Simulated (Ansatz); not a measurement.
# SiNi2: the cost of one run

Method: DFT PBE, scalar-relativistic, plane waves, PAW, in Ansatz 0.2.0.

1 further run of the same task is left out (it didn't finish).

### Step 1. The starting structure

It takes space group P4mm (No. 99, tetragonal). Conventional cell: a = 3.016 Å, b = 3.016 Å, c = 4.683 Å, α = 90.00°, β = 90.00°, γ = 90.00°. Around Si (site symmetry 4mm) lie 6 Ni at 2.26 to 2.64 Å. Around Ni (site symmetry 4mm) lie 4 Ni at 2.24 Å and 2 Si at 2.26 to 2.43 Å. Ni (site symmetry 4mm) is surrounded by 4 Ni at 2.24 Å and 4 Si at 2.64 Å.

Structure file:

```xyz
3
Lattice="3.0160 0.0000 0.0000 0.0000 3.0160 0.0000 0.0000 0.0000 4.6832" Properties=species:S:1:pos:R:3 pbc="T T T"
Si    0.0000    0.0000    1.8724
Ni    0.0000    0.0000    4.1275
Ni    1.5080    1.5080    3.4272
```

Recipe of the guess: random cell by space group and Wyckoff sites (P4mm, No. 99). Lengths come from tabulated atomic sizes and are only a guess.

### Step 2. A first look at the guess

Contents of input.yaml:

```yaml
crystal:
  lattice:
    - [3.0159787, 0.0, 0.0]
    - [0.0, 3.0159787, 0.0]
    - [0.0, 0.0, 4.68322274]
  atoms:
    - { symbol: Si, position: [0.0, 0.0, 0.39981386] }
    - { symbol: Ni, position: [0.0, 0.0, 0.88133476], spin: 2.0 }
    - { symbol: Ni, position: [0.5, 0.5, 0.73180537], spin: 2.0 }
basis:
  ecutwfc: 420
kpoints:
  mp_grid: { grid: [6, 6, 4] }
hamiltonian:
  xc: pbe
scf:
  occupations: { method: gaussian, width: 0.1 }
  lower_state_search: "off"
output:
  forces: true
  stress: true
  eigenvalues: true
  populations: true
magnetization:
  spin_polarized: true
```

Launch:

```sh
ansatz run input.yaml --threads 1 --pin off --max-ram 2560MiB --backend cpu --events-out ev --progress --plain --runs-dir out
```

What time and memory should one allow on 1 thread of AMD EPYC 9R45 (Zen 5), shared host?

About 4.8 s, with a peak of 0.39 GiB.
